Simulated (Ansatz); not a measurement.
# Si3N4 (P6_3/m): the host for defect calculations

Before any defect goes in: Si3N4 (P6_3/m) at rest, and how it screens a charge.

Program: Ansatz 0.2.0. Level of theory: plane-wave PAW DFT, PBEsol; relaxation of the host's cell and atoms; PAW set soft_1, in the first sound run; inputs show where later runs differ. Results are calculated unless marked as measured.

### 1. Starting point

Symmetry: P6_3/m, No. 176, hexagonal system. The conventional cell has a = 7.605 Å, b = 7.605 Å, c = 2.905 Å, α = 90.00°, β = 90.00°, γ = 120.00°. Nearest to Si lie 4 N at 1.73 to 1.74 Å. Nearest to N lie 3 Si at 1.73 Å. Nearest to N lie 3 Si at 1.73 to 1.74 Å. Farther neighbours and most contacts between anions are not listed.

As a file:

```
Si N
1.0
     7.60454    0.00000    0.00000
    -3.80227    6.58573    0.00000
     0.00000    0.00000    2.90520
Si N
6 8
Direct
  0.23108 0.82495 0.75000
  0.40614 0.23108 0.25000
  0.82495 0.59386 0.25000
  0.17505 0.40614 0.75000
  0.59386 0.76892 0.75000
  0.76892 0.17505 0.25000
  0.33333 0.66667 0.75000
  0.66667 0.33333 0.25000
  0.96919 0.66985 0.75000
  0.29934 0.96919 0.25000
  0.66985 0.70066 0.25000
  0.33015 0.29934 0.75000
  0.03081 0.33015 0.25000
  0.70066 0.03081 0.75000
```

### 2. Host cell relaxation

Lattice and positions are set free, within the symmetry that the program keeps.

File cell/input.yaml:

```yaml
crystal:
  lattice:
    - [7.6045444, 0.0, 0.0]
    - [-3.8022722, 6.5857287, 0.0]
    - [0.0, 0.0, 2.9051991]
  atoms:
    - { symbol: Si, position: [0.23108243, 0.82494615, 0.75] }
    - { symbol: Si, position: [0.40613628, 0.23108243, 0.25] }
    - { symbol: Si, position: [0.82494615, 0.59386372, 0.25] }
    - { symbol: Si, position: [0.17505385, 0.40613628, 0.75] }
    - { symbol: Si, position: [0.59386372, 0.76891757, 0.75] }
    - { symbol: Si, position: [0.76891757, 0.17505385, 0.25] }
    - { symbol: "N", position: [0.33333333, 0.66666667, 0.75] }
    - { symbol: "N", position: [0.66666667, 0.33333333, 0.25] }
    - { symbol: "N", position: [0.96919449, 0.6698534, 0.75] }
    - { symbol: "N", position: [0.29934109, 0.96919449, 0.25] }
    - { symbol: "N", position: [0.6698534, 0.70065891, 0.25] }
    - { symbol: "N", position: [0.3301466, 0.29934109, 0.75] }
    - { symbol: "N", position: [0.03080551, 0.3301466, 0.25] }
    - { symbol: "N", position: [0.70065891, 0.03080551, 0.75] }
basis:
  ecutwfc: 420
  xc_grid: 2
hamiltonian:
  xc: pbesol
  pseudopotentials: { kind: paw, azcp: { folder: soft_1 }, xc_functional: pbe }
kpoints:
  mp_grid: { grid: [4, 4, 10] }
scf:
  occupations: { method: fixed }
  max_iter: 100
relax:
  f_tol: 0.005
  max_steps: 60
  cell: {}
output:
  forces: true
  stress: true
checkpoint:
  write: "../cell.run"
  compress: false
  write_wavefunctions: false
  write_every: 100000
```

On the command line:

```console
ansatz run input.yaml --threads 32 --pin off --max-ram 84787MiB --backend cpu --events-out ev --progress --plain --runs-dir out
```

Numbers of over 12 decimals in the logs are rounded to 6 here.

Output:

```text
[... repeated set-up lines and file paths are left out, and long positions are rounded to six places ...]
Engine: ansatz 0.2.0, aarch64-unknown-linux-gnu
Pseudopotentials: kind: paw
Pseudopotential: Si, paw, valence charge 4, recommended cutoff 420 eV (normal), soft_1/Si.paw.azcp
Pseudopotential: N, paw, valence charge 5, recommended cutoff 420 eV (normal), soft_1/N.paw.azcp
Functional definition: PBEsol
  exchange = pbesol_x
  correlation = pbesol_c
Crystal: 14 atoms, lattice volume = 145.497 Å³
Basis set: ecut = 420 eV, 2823 PW (Γ), exchange–correlation on 108×108×40 points (8 copies of the dense FFT grid, shifted against one another)
Bands: 46, of which v1, the nominal top of the filled ones, is band 32 counted from 1 (31 counted from 0)
Symmetry: 12 space group operations
Space group: P63/m (ITA 176), of the structure as read, at distance tolerance 5.3e-5 Å
k-points: 24 of 160
Non-local potential: Si, projectors of the file, l = 0: 2, l = 1: 2, l = 2: 1
Non-local potential: N, projectors of the file, l = 0: 2, l = 1: 2, l = 2: 1
PAW form: soft (Blöchl's): semilocal exchange-correlation on the pseudo side does not see the compensation charge
PAW frozen core: Si, regenerated for the run's functional, and the local potential with it (the file was generated under x = pbe(κ = 0.804, μ = 0.219515), c = pbe(β = 0.066725))
PAW frozen core: N, regenerated for the run's functional, and the local potential with it (the file was generated under x = pbe(κ = 0.804, μ = 0.219515), c = pbe(β = 0.066725))
PAW one-centre angular grid: Si, 110 points (default); XC on 64 Gauss nodes
PAW one-centre angular grid: N, 110 points (default); XC on 64 Gauss nodes
Initial density: superposition of atomic densities (chi_scale 0.1, normalization cell, long waves kept (reshape's long-wave potential 0.01 eV rms))
Initial wavefunctions: pseudopotential atomic-orbital guess
Functional: x = pbesol(κ = 0.804, μ = 0.123457), c = pbesol(β = 0.046)
SCF iter   1: F=—  HF=-6784.546925 eV  |Δ(HF+E_count)|=         —  Δρ=1.49e-1  dr2=3.38e1  Hψ=4334
preconditioner: auto → Resta (q_TF=auto, 2.379 Å⁻¹)  ε∞=3.5  [insulator: Δε(μ)=5.926 eV  Ē_g=15.452 eV  n_scr=32 (ndim 8)  ℏωp=24.6 eV  f_vac=0.009  ε∞_Penn≈3.5]
SCF iter   2: F=—  HF=-6774.248699 eV  |Δ(HF+E_count)|=    1.03e1  Δρ=4.86e-2  dr2=1.96e0  Hψ=2940
SCF iter   3: F=—  HF=-6773.875118 eV  |Δ(HF+E_count)|=   3.74e-1  Δρ=2.39e-2  dr2=4.57e-1  Hψ=989
automatic band count: iteration 3 solves 41 bands in place of 46: the levels show a gap, and the empty bands left out lie too high to hold charge; the band table lists the bands solved (type scf.n_extra_bands for more)
[...]
automatic band count: iteration 8 solves 40 bands in place of 41: the levels show a gap, and the empty bands left out lie too high to hold charge; the band table lists the bands solved (type scf.n_extra_bands for more)
[...]
SCF 1 converged in 9 iterations: F = -6773.809906 eV  dr2 = 1.61e-8
  greatest PAW one-centre occupation: 0.791 electrons in one spin orbital (limit 2), on the N atom at site 7 (counted from 0), in its partial waves of l = 0
relax step   1: F+E_penalty+E_count = -6773.80990613 eV  Δ(F+E_penalty+E_count) = +0.000e0 eV  max|allowed force component| = 5.152e-2 eV/Å  Δτ_max = 0.0000 Å  P = +1.943 GPa  Ω = 145.497 Å³  (9 SCF iters, dr2 threshold 1.00e-7 eV, accepted)
[... the SCF cycles and remarks between the steps are left out from here to the last step ...]
relax step   2: F+E_penalty+E_count = -6773.81504320 eV  Δ(F+E_penalty+E_count) = -5.137e-3 eV  max|allowed force component| = 3.926e-2 eV/Å  Δτ_max = 0.0040 Å  P = +0.983 GPa  Ω = 145.998 Å³  energy of the carried Pulay correction = -8.428e-4 eV  (5 SCF iters, dr2 threshold 1.40e-6 eV, accepted)
relax step   3: F+E_penalty+E_count = -6773.81642050 eV  Δ(F+E_penalty+E_count) = -1.377e-3 eV  max|allowed force component| = 1.267e-2 eV/Å  Δτ_max = 0.0048 Å  P = -0.009 GPa  Ω = 146.523 Å³  energy of the carried Pulay correction = -1.723e-3 eV  (5 SCF iters, dr2 threshold 1.40e-6 eV, accepted)
relax step   4: F+E_penalty+E_count = -6773.81645074 eV  Δ(F+E_penalty+E_count) = -3.024e-5 eV  max|allowed force component| = 6.044e-3 eV/Å  Δτ_max = 0.0011 Å  P = -0.006 GPa  Ω = 146.513 Å³  energy of the carried Pulay correction = -1.706e-3 eV  (5 SCF iters, dr2 threshold 1.00e-8 eV, accepted)
relax step   5: F+E_penalty+E_count = -6773.81645746 eV  Δ(F+E_penalty+E_count) = -6.723e-6 eV  max|allowed force component| = 2.486e-3 eV/Å  Δτ_max = 0.0004 Å  P = -0.002 GPa  Ω = 146.514 Å³  energy of the carried Pulay correction = -1.708e-3 eV  (5 SCF iters, dr2 threshold 2.28e-9 eV, accepted)
[...]
iter 1 solved again at ethr=1.01e-7 eV; its pass at ethr=3.10e-3 eV (dr2=6.44e-5 eV) is discarded
SCF iter   1: F=—  HF=-6773.818250 eV  |Δ(HF+E_count)|=         —  Δρ=8.94e-5  dr2=3.89e-7  Hψ=7713
[...]
SCF iter   2: F=—  HF=-6773.818253 eV  |Δ(HF+E_count)|=   2.80e-6  Δρ=4.51e-5  dr2=9.65e-8  Hψ=1674
SCF iter   3: F=—  HF=-6773.818275 eV  |Δ(HF+E_count)|=   2.15e-5  Δρ=6.21e-6  dr2=5.39e-9  Hψ=1686
SCF iter   4: F=-6773.818275 eV  HF=-6773.818275 eV  |Δ(HF+E_count)|=   3.58e-7  Δρ=3.74e-7  dr2=1.28e-10  Hψ=4757
SCF 6 converged in 4 iterations: F = -6773.818275 eV  dr2 = 1.28e-10
relax step   6: F+E_penalty+E_count = -6773.81827504 eV  Δ(F+E_penalty+E_count) = -1.818e-3 eV  max|allowed force component| = 2.468e-3 eV/Å  Δτ_max = 0.0000 Å  P = +0.020 GPa  Ω = 146.514 Å³  stress off target by 2.33e-2 GPa  SCF on the basis re-selected at this cell (its energy is not comparable with the rows above)  (4 SCF iters)
basis re-selected at this cell: Δ(F+E_penalty+E_count) = -1.818e-3 eV, ΔP = +0.022 GPa vs the last step (what re-selecting the basis moved, of the pressure what is left beyond the Pulay correction that the steps carried, after the strain that the cell walked [...]
SCF converged after 4 iterations
Free energy (F): -6773.818275 eV
Harris-Foulkes:  -6773.818275 eV  (|F-HF|=4.19e-10)
Internal energy: -6773.818275 eV  (E = F + TS)
E sigma→0 (E₀):  -6773.818275 eV
Fermi energy:    8.111577 eV
--- Per-component energies (eV) ---
  E_band       = 53.390408
  E_kinetic    = 1327.887631
  E_local      = -2027.523542  (includes V_loc(G=0)·N_el)
  E_nonlocal   = 407.838460
  E_hartree    = 713.139855
  E_xc         = -819.336420
  E_vxc        = -903.532911  (∫ρ·V_xc dr)
  E_paw        = -3977.230278  (= ΣΔE_a)
  E_vpaw       = -177.566208  (= ΣTr[D̂ρ^β])
  E_aug_tail   = 0.007170  (compensation charges beyond the density's cutoff)
  E_ewald      = -2399.015307
  E_core_change = 0.414155  (= ΣΔE_core)
  E_smearing   = -0.000000  (= −TS)
  E_closure    = 0.000000  (closes the sum)
  Σ components = -6773.818275   (vs F -6773.818275, Δ=0.00e0)
--- Forces (eV/Å), atoms counted from 1 ---
  atom   1  Si    -0.00209873     0.00130044     0.00000000
  atom   2  Si    -0.00217558    -0.00116734     0.00000000
  atom   3  Si     0.00007685     0.00246778     0.00000000
  atom   4  Si    -0.00007685    -0.00246778     0.00000000
  atom   5  Si     0.00217558     0.00116734     0.00000000
  atom   6  Si     0.00209873    -0.00130044     0.00000000
  [... 8 more lines of this table ...]
  max |Σ_I F_I| component: 3.72e-18 eV/Å
--- Stress (GPa, compression-positive) ---
        0.018574       0.000001       0.000000
       -0.000001       0.018574       0.000000
        0.000000       0.000000       0.023272
  P = ⅓ Tr σ = 0.0201 GPa (0.201 kbar)
--- Relaxed structure (5 steps of the walk, 5 accepted, 1 SCFs on fresh bases) ---
  F+E_penalty+E_count = -6773.81827504 eV   max|allowed force component| = 2.468e-3 eV/Å   (the final SCF, on the basis selected at the relaxed cell)
  cell:  # Å, volume = 146.5142 Å³
    - [7.624457, -3.52796507421537e-19, 0.0]
    - [-3.812229, 6.602974, 0.0]
    - [0.0, 0.0, 2.910256]
  atoms:
    - { symbol: Si, position: [0.232445, 0.826056, 0.750000] }
    - { symbol: Si, position: [0.406390, 0.232445, 0.250000] }
    - { symbol: Si, position: [0.826056, 0.593610, 0.250000] }
    - { symbol: Si, position: [0.173944, 0.406390, 0.750000] }
    - { symbol: Si, position: [0.593610, 0.767555, 0.750000] }
    - { symbol: Si, position: [0.767555, 0.173944, 0.250000] }
  [... 8 more lines of this table ...]
```

Run time: 5.7 s. Hardware: 32 threads of Arm Neoverse V2, shared host; peak memory 0.76 GiB; 58 s of CPU time.

Step by step:

```csv
step,energy less that of the first step (eV),largest force component (eV/Å),pressure (GPa),volume (Å³)
1,0.0000,0.0515,1.94,145.50
2,-0.0051,0.0393,0.98,146.00
3,-0.0065,0.0127,-0.01,146.52
4,-0.0065,0.0060,-0.01,146.51
5,-0.0066,0.0025,0.00,146.51
6*,-0.0084,0.0025,0.02,146.51
```

Relaxation steps marked * repeat the geometry before them on a plane-wave basis chosen anew for their cell, so energy and pressure can jump there.

The run keeps the 12 symmetry operations that it works with, so distortions that break them were not tested.

```csv
"conventional cell, symmetrised",before,after,change
a (Å),7.605,7.624,+0.3 %
b (Å),7.605,7.624,+0.3 %
c (Å),2.905,2.910,+0.2 %
volume (Å³/atom),10.39,10.47,+0.7 %
```

Final coordinates:

```xyz
14
Lattice="7.6245 0.0000 0.0000 -3.8122 6.6030 0.0000 0.0000 0.0000 2.9103" Properties=species:S:1:pos:R:3 pbc="T T T"
Si   -1.3768    5.4545    2.1827
Si    2.2124    1.5349    0.7276
Si    4.0353    3.9196    0.7276
Si   -0.2231    2.6834    2.1827
Si    1.5999    5.0681    2.1827
Si    5.1891    1.1485    0.7276
N     0.0000    4.4020    2.1827
N     3.8123    2.2010    0.7276
N     4.8445    4.4239    2.1827
N    -1.4090    6.4074    0.7276
N     2.4412    4.6195    0.7276
N     1.3710    1.9835    2.1827
N    -1.0322    2.1790    0.7276
N     5.2212    0.1956    2.1827
```

Numbers from this step:

```
pressure : 0.02014 GPa
```

The relaxation ends with a largest force component of 0.0025 eV/Å and a pressure of 0.02 GPa.

### 3. Dielectric tensors of the host

The response to a uniform electric field gives the electronic dielectric tensor.

This step: plane-wave PAW DFPT, PBEsol; dielectric tensors, Born charges and zone-centre modes of the host; PAW set soft_1 (Ansatz 0.2.0).

File eps/input.yaml:

```yaml
crystal:
  lattice:
    - [7.6244572493, 0.0, 0.0]
    - [-3.8122286246, 6.6029736679, 0.0]
    - [0.0, 0.0, 2.9102557787]
  atoms:
    - { symbol: Si, position: [0.2324454812, 0.8260559097, 0.75] }
    - { symbol: Si, position: [0.4063895715, 0.2324454812, 0.25] }
    - { symbol: Si, position: [0.8260559097, 0.5936104285, 0.25] }
    - { symbol: Si, position: [0.1739440903, 0.4063895715, 0.75] }
    - { symbol: Si, position: [0.5936104285, 0.7675545188, 0.75] }
    - { symbol: Si, position: [0.7675545188, 0.1739440903, 0.25] }
    - { symbol: "N", position: [0.3333333333, 0.6666666667, 0.75] }
    - { symbol: "N", position: [0.6666666667, 0.3333333333, 0.25] }
    - { symbol: "N", position: [0.970384115, 0.6699911714, 0.75] }
    - { symbol: "N", position: [0.3003929436, 0.970384115, 0.25] }
    - { symbol: "N", position: [0.6699911714, 0.6996070564, 0.25] }
    - { symbol: "N", position: [0.3300088286, 0.3003929436, 0.75] }
    - { symbol: "N", position: [0.029615885, 0.3300088286, 0.25] }
    - { symbol: "N", position: [0.6996070564, 0.029615885, 0.75] }
basis:
  ecutwfc: 420
hamiltonian:
  xc: pbesol
  pseudopotentials: { kind: paw, azcp: { folder: soft_1 }, xc_functional: pbe }
kpoints:
  mp_grid: { grid: [4, 4, 8] }
scf:
  occupations: { method: fixed }
  max_iter: 100
phonons:
  method: dfpt
  dielectric: true
  rigid_motions: translations
```

Output:

```text
[...]
Crystal: 14 atoms, lattice volume = 146.514 Å³
Basis set: ecut = 420 eV, 2859 PW (Γ), exchange–correlation on 108×108×40 points (8 copies of the dense FFT grid, shifted against one another)
Bands: 46, of which v1, the nominal top of the filled ones, is band 32 counted from 1 (31 counted from 0)
Symmetry: 12 space group operations
k-points: 68 of 128 (irreducible under 1 space group operation, time reversal used)
[...]
SCF iter   1: F=—  HF=-6784.394452 eV  |Δ(HF+E_count)|=         —  Δρ=1.48e-1  dr2=3.34e1  Hψ=12264
[...]
SCF iter   2: F=—  HF=-6774.240462 eV  |Δ(HF+E_count)|=    1.02e1  Δρ=4.83e-2  dr2=1.94e0  Hψ=8459
[...]
SCF iter  11: F=-6773.818103 eV  HF=-6773.818103 eV  |Δ(HF+E_count)|=  1.16e-10  Δρ=6.62e-8  dr2=5.90e-12  Hψ=25486
SCF 1 converged in 11 iterations: F = -6773.818103 eV  dr2 = 5.90e-12
[...]
NSCF: frozen V_eff on 2 k-points
DFPT response loops at Γ: preconditioner auto → Resta (q_TF=auto, 2.377 Å⁻¹)  ε∞=3.8 (no band partly filled); β = 1.00, the filter's whole step (`scf.mixing.beta` (0.50) is not read by the response loops at its default; [...]
── the response to a field inside a basis, on 4×4×8 k-points: an SCF that follows is theirs, and a resumed run solves both again ──
Bands: 33, of which v1, the nominal top of the filled ones, is band 32 counted from 1 (31 counted from 0)
k-points: 32 of 128 (irreducible under 4 space group operations)
[...]
Eigensolver: Dense (32 Hₖ)
SCF iter   1: F=—  HF=-6773.499627 eV  |Δ(HF+E_count)|=         —  Δρ=5.37e-4  dr2=1.39e-4
[...]
SCF iter   5: F=-6773.499706 eV  HF=-6773.499706 eV  |Δ(HF+E_count)|=   1.75e-7  Δρ=5.36e-6  dr2=5.44e-8
SCF 1 converged in 5 iterations: F = -6773.499706 eV  dr2 = 5.44e-8
[...]
SCF converged after 11 iterations
[...]
0.06361   -3.17089    0.00000
         0.00000    0.00000   -2.82948
  Z* charge neutrality: 2.087e-2 e pre-enforcement
  solved inside a basis spanned on kpoints, on 4×4×8 k-points, its susceptibility summed on 6×6×12: ε∞ is read to err by 2.7e-2, Z* by 2.0e-2 e (field_mesh: kpoints solves on kpoints); Z* is corrected for what the basis lacks
  optical modes at Γ without the LO–TO term, one row a degenerate level:
      ω (cm⁻¹)  modes    IR ((D/Å)²/amu)
        174.04      2             0.0000
        195.03      1             0.0000
        216.43      2             0.0000
        234.72      1             0.0000
        258.48      1             0.0000
        292.82      2             0.0000
        348.08      1             8.7184
        386.54      1             0.0000
        406.14      2            27.9731
        428.63      2             0.0000
        441.85      1             0.0000
        540.01      1             0.0000
        548.86      2            19.1115
        601.08      2             0.0000
        638.74      1             0.0000
        708.00      1             0.0000
        841.10      1           137.3353
        850.83      2             0.0000
        854.56      2             0.0000
        868.54      1             0.0000
        879.18      2           236.2022
        911.03      2             0.0000
        921.56      1             0.0000
       1009.88      2            10.1174
       1020.93      2             0.0000
       1040.60      1             0.0000
  optical modes at Γ + LO–TO along q̂ = [1.0000, 0.0000, 0.0000]:
      ω (cm⁻¹)  modes    IR ((D/Å)²/amu)
        174.04      2             0.0000
        195.03      1             0.0000
        216.43      2             0.0000
        234.72      1             0.0000
        258.48      1             0.0000
        292.82      2             0.0000
        348.08      1             8.7184
        386.54      1             0.0000
        406.14      1            13.9865
        428.63      2             0.0000
        434.43      1             3.3665
        441.85      1             0.0000
[...]
optical modes at Γ + LO–TO along q̂ = [0.0000, 1.0000, 0.0000]:
      ω (cm⁻¹)  modes    IR ((D/Å)²/amu)
[...]
optical modes at Γ + LO–TO along q̂ = [0.0000, 0.0000, 1.0000]:
      ω (cm⁻¹)  modes    IR ((D/Å)²/amu)
[...]
638.74      1             0.0000
        708.00      1             0.0000
        850.83      2             0.0000
        854.56      2             0.0000
        868.54      1             0.0000
        879.18      2           236.2022
        911.03      2             0.0000
        921.56      1             0.0000
       1009.88      2            10.1174
       1020.93      2             0.0000
       1040.60      1             0.0000
       1085.23      1           143.4026
```

Run time: 53 s. Hardware: 32 threads; peak memory 2.2 GiB; 12 min of CPU time.

Electronic dielectric tensor:

```
4.29 0.00 0.00
0.00 4.29 0.00
0.00 0.00 4.37
```

Static dielectric tensor:

```
8.29 0.00 0.00
0.00 8.29 0.00
0.00 0.00 8.24
```

The principal values of the electronic dielectric tensor are 4.29, 4.29 and 4.37. The principal values of the static dielectric tensor are 8.24, 8.29 and 8.29.

[end of part 1 of 3]

[Logs are printed without paths, hosts, clocks, repeated set-up lines and the standing remarks that a program may print on its own settings, such as how far it seeks lower states.]

[Hosts, paths, dates, database ids (printed as entryN), source tags and the programs' standing remarks are cut or masked in the printed files.]

[Runs of the host that timed out are not shown.]

[For some hosts the program warned that the k-mesh of the response run may be too coarse for force constants and the static dielectric constant; such warnings are not always shown.]
